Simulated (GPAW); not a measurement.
Input of a GPAW 26.7.0 run:

Contents of run.py:

```python
from ase import Atoms
from ase.filters import FrechetCellFilter
from ase.io import write
from ase.optimize import BFGS
from ase.units import GPa
from gpaw import GPAW, PW

atoms = Atoms(['Pt', 'Se', 'Se'],
              cell=[[3.724, 0.0, 0.0],
                    [-1.862, 3.2250786037, 0.0],
                    [0.0, 0.0, 5.062]],
              scaled_positions=[[0.0, 0.0, 0.0],
                                [0.6666666667, 0.3333333333, 0.75],
                                [0.3333333333, 0.6666666667, 0.25]],
              pbc=True)

calc = GPAW(mode=PW(600),
            xc='MGGA_X_SCAN+MGGA_C_SCAN',
            kpts={'size': (6, 6, 4), 'gamma': True},
            occupations={'name': 'fermi-dirac', 'width': 0.05},
            nbands=26,
            convergence={'density': 1e-06, 'energy': 1e-06, 'eigenstates': 1e-10},
            maxiter=150,
            txt='gpaw.txt')
atoms.calc = calc
opt = BFGS(FrechetCellFilter(atoms, scalar_pressure=10 * GPa), trajectory='relax.traj', logfile='-')
done = opt.run(fmax=0.02, steps=100)
calc.write('gs.gpw')
write('result.traj', atoms)
print('Converged:', done)
print('Cell:', atoms.cell.cellpar().round(4))
print('Volume:', round(atoms.get_volume(), 4))
print(atoms.get_scaled_positions().round(5))
```

Potentials or basis: GPAW PAW data sets (gpaw-data 1.2.1), pw.

Run with:

```console
$ OMP_NUM_THREADS=1 python run.py
```

Q: Predict the band gap on the k mesh.

A: None (metal or under the smearing width).

Q: Estimate the space group after relaxing (to 0.05 Å).

A: P-3m1 (No. 164).

Q: What does it give for the relaxed volume?

A: 18.13 Å³/atom.

Q: Estimate the relaxed cell.

A: a = 3.681 Å, b = 3.681 Å, c = 4.636 Å, α = 90.00°, β = 90.00°, γ = 120.00°.

Forces on the atoms (eV/Å):
```
Pt   0.000  0.000  0.000
Se   0.000  0.000 -0.003
Se   0.000  0.000  0.003
```

Caveat: later steps reuse the first step's grids; the PAW data sets were made with another functional, which shifts forces and pressure a little. Spin-orbit coupling is left out, which matters for the levels of Pt.
